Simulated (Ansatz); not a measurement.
SrCl2, CdI2 type, relaxed with r2SCAN+rVV10, was run in the PAW code Ansatz under altered settings. All numbers are computed, without spin polarisation but where a row says otherwise.

```
Sr Cl
1.0
     4.40725    0.00000    0.00000
    -2.20362    3.81679    0.00000
     0.00000    0.00000    5.59607
Sr Cl
1 2
Cartesian
  0.0000 0.0000 0.0000
  0.0000 2.5445 1.3917
  2.2036 1.2723 4.2044
```

The base run's other keys:
```yaml
kpoints:
  mp_grid: { grid: [6, 6, 2] }
hamiltonian:
  xc: hse06
scf:
  occupations: { method: fixed }
  n_extra_bands: 4
```

It takes 12 iterations with 1825 plane waves at 420 eV and 14 k points, and leaves a mean stress of +0.79 GPa. The gap over this mesh is 6.456 eV. It ran on 4 threads of Arm Neoverse N1, with other jobs on the host.

Outcomes, with energy and stress as changes against the base:

| setting | outcome | ΔF (meV/atom) | Δ mean stress (GPa) | gap on the mesh (eV) | iterations | wall time |
| --- | --- | --- | --- | --- | --- | --- |
| PBE hybrid, exx coeff 0.2, omega 0.3 1/Å | converged | – | +0.1 | 6.003 | 12 | 20 s |
| PBE hybrid, exx coeff 0.3, omega 0.1 1/Å | converged | – | -0.1 | 7.145 | 13 | 21 s |
| PBE hybrid, exx coeff 0.3, omega 0.3 1/Å | converged | – | -0.1 | 6.430 | 12 | 21 s |
| PBE hybrid, exx coeff 0.5, omega 0.1 1/Å | converged | – | -0.4 | 8.503 | 17 | 25 s |
| scf.occupations: methfessel_paxton 0.2 | converged | 0.0 | 0.0 | 6.456 | 12 | 20 s |

A dash marks a value that wasn't obtained or can't be compared. Stress is positive in compression. The base took 20 s. The base's mesh is coarse for a hybrid, so its own values aren't converged.

- PBE hybrid, exx coeff 0.2, omega 0.3 1/Å. That is 20 % exact exchange, screened with ω = 0.3 1/Å, against HSE06's 25 % screened at 0.208 1/Å. The mean stress moves by +0.1 GPa and the gap on the mesh by -0.453 eV (to 6.003). Totals of different functionals aren't comparable.
- PBE hybrid, exx coeff 0.3, omega 0.1 1/Å. That is 30 % exact exchange, screened with ω = 0.1 1/Å, against HSE06's 25 % screened at 0.208 1/Å. The mean stress moves by -0.1 GPa and the gap on the mesh by +0.689 eV (to 7.145). Totals of different functionals aren't comparable. The program warns that on this mesh the truncation of the exchange isn't bounded, so part of the change can be an error of the mesh.
- PBE hybrid, exx coeff 0.3, omega 0.3 1/Å. That is 30 % exact exchange, screened with ω = 0.3 1/Å, against HSE06's 25 % screened at 0.208 1/Å. The mean stress moves by -0.1 GPa and the gap on the mesh by -0.026 eV (to 6.430). Totals of different functionals aren't comparable.
- PBE hybrid, exx coeff 0.5, omega 0.1 1/Å. That is 50 % exact exchange, screened with ω = 0.1 1/Å, against HSE06's 25 % screened at 0.208 1/Å. The mean stress moves by -0.4 GPa and the gap on the mesh by +2.048 eV (to 8.503). Totals of different functionals aren't comparable. The program warns that on this mesh the truncation of the exchange isn't bounded, so part of the change can be an error of the mesh.

Within 1 meV an atom, 0.1 GPa and 0.005 eV of the base stay: scf.occupations: methfessel_paxton 0.2.

The stress of a hybrid is loosely converged in these runs.

The meshes of the hybrids are coarse, so their gaps aren't converged to the digits shown.
